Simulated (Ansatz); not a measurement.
# BaO: the cost of one run

Program: Ansatz 0.2.0. Level of theory: plane waves, PAW. These are calculated values, not measurements.

1 further run of the same task is left out (it didn't finish).

### Step 1. The starting structure

The structure is cubic, space group Fm-3m (No. 225). Conventional cell: a = 5.544 Å, b = 5.544 Å, c = 5.544 Å, α = 90.00°, β = 90.00°, γ = 90.00°. Ba (site symmetry m-3m) has 6 O at 2.77 Å as nearest neighbours. O (site symmetry m-3m) has 6 Ba at 2.77 Å as nearest neighbours.

Structure file:

```
CELL_PARAMETERS angstrom
0.00000 2.77194 2.77194
2.77194 0.00000 2.77194
2.77194 2.77194 0.00000
ATOMIC_POSITIONS crystal
Ba 0.00000 0.00000 0.00000
O 0.50000 0.50000 0.50000
```

Cell and atoms come from an earlier r2SCAN relaxation. No run includes spin-orbit coupling, which matters for Ba.

### Step 2. PBE, anion s p, 6×6×6

The input, input.yaml:

```yaml
crystal:
  lattice:
    - [0.0, 2.771942684, 2.771942684]
    - [2.771942684, 0.0, 2.771942684]
    - [2.771942684, 2.771942684, 0.0]
  atoms:
    - { symbol: Ba, position: [0.0, 0.0, 0.0] }
    - { symbol: O, position: [0.5, 0.5, 0.5] }
kpoints:
  mp_grid: { grid: [6, 6, 6] }
  band_path:
    path:
      - [[0.0, 0.0, 0.0], [0.5, -2.205834368319e-34, 0.5], [0.625, 0.25, 0.625]]
      - [[0.375, 0.375, 0.75], [0.0, 0.0, 0.0], [0.5, 0.5, 0.5], [0.5, 0.25, 0.75], [0.5, -2.205834368319e-34, 0.5]]
    npoints: 10
hamiltonian:
  xc: pbe
scf:
  occupations: { method: fixed }
  n_extra_bands: 6
output:
  forces: false
  stress: false
  eigenvalues: true
  wannier:
    kmesh: [6, 6, 6]
    projections: [{ species: O, l: s, shell: 2 }, { species: O, l: p, shell: 2 }]
    minimise: true
    write_hr: true
    conv_tol: 1.0e-08
    max_iter: 3000
```

The run is started by

```bash
$ ansatz run input.yaml --threads 4 --pin off --max-ram 3686MiB --backend cpu --events-out ev --progress --plain --runs-dir out
```

What time and memory should one allow on 4 threads of Intel Xeon Platinum 8488C (Sapphire Rapids), shared host?

About 1.3 s, with a peak of 0.35 GiB.
